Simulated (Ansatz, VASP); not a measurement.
## V in VASP and in Ansatz

INCAR

```
  PREC = Accurate
  ENCUT = 600
  EDIFF = 1E-7
  ISMEAR = -1
  SIGMA = 0.1
  LREAL = False
  LASPH = True
  NELM = 80
  ALGO = Normal
  ISIF = 3
  LWAVE = False
  LCHARG = False
  GGA = RE
  IBRION = 2
  NSW = 80
  EDIFFG = -0.01
```

File KPOINTS:

```
regular mesh
0
Gamma
  13 13 7
```

POSCAR

```
V
1.0
    2.6940739632      0.0000000000      0.0000000000
   -1.3470369816      2.3331364918      0.0000000000
    0.0000000000      0.0000000000      4.3994227819
V
2
Direct
    0.3333333333      0.6666666667      0.2500000000
    0.6666666667      0.3333333333      0.7500000000
```

Input for Ansatz:

```yaml
crystal:
  lattice:
    - [2.6940739632, 0.0, 0.0]
    - [-1.3470369816, 2.3331364918, 0.0]
    - [0.0, 0.0, 4.3994227819]
  atoms:
    - { symbol: V, position: [0.3333333333, 0.6666666667, 0.25] }
    - { symbol: V, position: [0.6666666667, 0.3333333333, 0.75] }
hamiltonian:
  xc: revpbe
  pseudopotentials:
    kind: paw
    azcp:
      V: "pseudopotentials/V.paw.azcp"
basis:
  ecutwfc: 420
  fft_grid_basis: typed
kpoints:
  mp_grid: { grid: [13, 13, 7], shift: [0, 0, 0] }
magnetization:
  spin_polarized: false
scf:
  occupations: { method: fermi_dirac, width: 0.1 }
relax:
  max_steps: 60
  f_tol: 0.01
  cell: {}
```

The cell was built by a generator and needn't be a form met in nature.

Alike in both runs: task relaxation of cell and atoms; functional revPBE; k mesh 13 × 13 × 7; occupations fermi-dirac, width 0.1 eV; no spin polarisation.

|  | VASP | Ansatz |
| --- | --- | --- |
| version | VASP 6.6.1 | Ansatz 0.2.0 |
| potentials or method | VASP PAW PBE potentials, release 64 (V_sv) | plane waves (420 eV) with PAW, scalar-relativistic |
| plane-wave cutoff (eV) | 600 | 420 |
| valence electrons in the cell | 26 | 26 |

```csv
,VASP,Ansatz,Ansatz less VASP
relaxed volume (Å³/atom),14.13,14.11,-0.019
relaxed cell length with the largest relative difference (Å),2.633,2.632,-0.0015
energy change over the relaxation (meV/atom),-34,-33,+0.6
```

Caveats: the PAW data sets were made with another functional, which shifts forces and pressure a little (VASP).
